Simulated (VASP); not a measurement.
Here is a VASP 6.6.1 calculation.

File POSCAR:

```
KI
1.0
    0.0000000000      3.9658942500      3.9658942500
    3.9658942500      0.0000000000      3.9658942500
    3.9658942500      3.9658942500      0.0000000000
K I
1 1
Direct
    0.0000000000      0.0000000000      0.0000000000
    0.2500000000      0.2500000000      0.2500000000
```

INCAR.step1

```
PREC = Accurate
ENCUT = 520
EDIFF = 1E-5
ISMEAR = 0
SIGMA = 0.01
LREAL = F
LASPH = T
NELM = 60
ALGO = Normal
ISIF = 2
LWAVE = T
LCHARG = F
GGA = PE
NBANDS = 15
```

The input INCAR.step2:

```
PREC = Accurate
ENCUT = 520
EDIFF = 1E-7
ISMEAR = 0
SIGMA = 0.01
LREAL = F
LASPH = T
NELM = 60
ALGO = Normal
ISIF = 2
LWAVE = F
LCHARG = F
GGA = PE
LHFCALC = T
AEXX = 0.1
HFSCREEN = 0.2078
PRECFOCK = Normal
ISTART = 1
NBANDS = 15
```

KPOINTS

```
Automatic mesh
0
Gamma
  4 4 4
```

Potentials or basis: VASP PAW PBE potentials, release 64 (K_sv, I).

Run with:

```bash
$ cat potpaw_PBE.64/K_sv/POTCAR potpaw_PBE.64/I/POTCAR > POTCAR
$ cp INCAR.step1 INCAR
$ mpirun -np 1 vasp_std > vasp.out
$ cp INCAR.step2 INCAR
$ mpirun -np 1 vasp_std > vasp.out
```

Problem. What does it give for the pressure?

Solution. 0.1 GPa.

Problem. Estimate the band gap on the k mesh.

Solution. 4.30 eV, direct.

Caveat: the PAW data sets were made with another functional, which shifts forces and pressure a little; spin-orbit coupling is left out, which moves the levels of the heavy elements.
